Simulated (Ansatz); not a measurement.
# BaTiO3: the cost of one run

Program: Ansatz 0.2.0. Level of theory: DFT PBE, scalar-relativistic. These are calculated values, not measurements.

## (1) The structure to begin with

Symmetry: P4/mmm, No. 123, tetragonal system. The conventional cell has a = 4.000 Å, b = 4.000 Å, c = 4.018 Å, α = 90.00°, β = 90.00°, γ = 90.00°. Ba (site symmetry 4/mmm) is surrounded by 12 O at 2.83 Å. Ti (site symmetry 4/mmm) has 6 O at 2.00 to 2.01 Å as nearest neighbours. O (site symmetry 4/mmm) has 2 Ti at 2.01 Å and 4 Ba at 2.83 Å as nearest neighbours. O (site symmetry mmm) has 2 Ti at 2.00 Å and 4 Ba at 2.83 Å as nearest neighbours.

As a file:

```cif
data_structure
_symmetry_space_group_name_H-M 'P4/mmm'
_symmetry_Int_Tables_number 123
_cell_length_a 3.9998
_cell_length_b 3.9998
_cell_length_c 4.0180
_cell_angle_alpha 90.000
_cell_angle_beta 90.000
_cell_angle_gamma 90.000
_cell_volume 64.28
loop_
_atom_site_label
_atom_site_type_symbol
_atom_site_symmetry_multiplicity
_atom_site_Wyckoff_symbol
_atom_site_fract_x
_atom_site_fract_y
_atom_site_fract_z
_atom_site_occupancy
Ba1 Ba 1 a 0.00000 0.00000 0.00000 1
Ti1 Ti 1 d 0.50000 0.50000 0.50000 1
O1 O 1 c 0.50000 0.50000 0.00000 1
O2 O 2 e 0.50000 0.00000 0.50000 1
```

The file gives the conventional cell by its symmetry; the runs use the cell typed in the input.

Atoms are numbered in the order of the input: Ba1, Ti2, O3, O4, O5.

## (2) The deformed structure

Space group P4/mmm before, C2/m after.

## (3) Full-potential LAPW

File input.yaml:

```yaml
crystal:
  lattice:
    - [3.9998, -0.039998, -0.039998]
    - [-0.039998, 3.9998, -0.039998]
    - [-0.04018, -0.04018, 4.018]
  atoms:
    - { symbol: Ba, position: [0.0, 0.0, 0.0] }
    - { symbol: Ti, position: [0.5, 0.5, 0.5] }
    - { symbol: O, position: [0.5, 0.5, 0.0] }
    - { symbol: O, position: [0.5, 0.0, 0.5] }
    - { symbol: O, position: [0.0, 0.5, 0.5] }
kpoints:
  mp_grid: { grid: [7, 7, 7] }
  band_path:
    path:
      - [0.0, 0.0, 0.0]
      - [-0.5, 0.5, 0.0]
      - [-0.5, 0.5, 0.5]
      - [0.0, 0.0, 0.5]
      - [0.0, 0.0, 0.0]
      - [-0.5, 0.0, 0.5]
      - [0.0, 0.0, 0.0]
      - [-0.5, 0.0, 0.0]
    npoints: 5
scf:
  occupations: { method: fermi_dirac, width: 0.03 }
hamiltonian:
  xc: pbe
  pseudopotentials: { kind: all_electron, lapw: { basis_error: 0.001 } }
output:
  forces: true
  stress: true
  eigenvalues: true
```

Started as:

```sh
ansatz run input.yaml --threads 2 --pin off --max-ram 6144MiB --backend cpu --events-out ev --progress --plain --runs-dir out
```

Q: Estimate wall time and peak memory on 2 threads of Intel Xeon 6975P-C (Granite Rapids), shared host.

About 41 s, with a peak of 1.2 GiB.
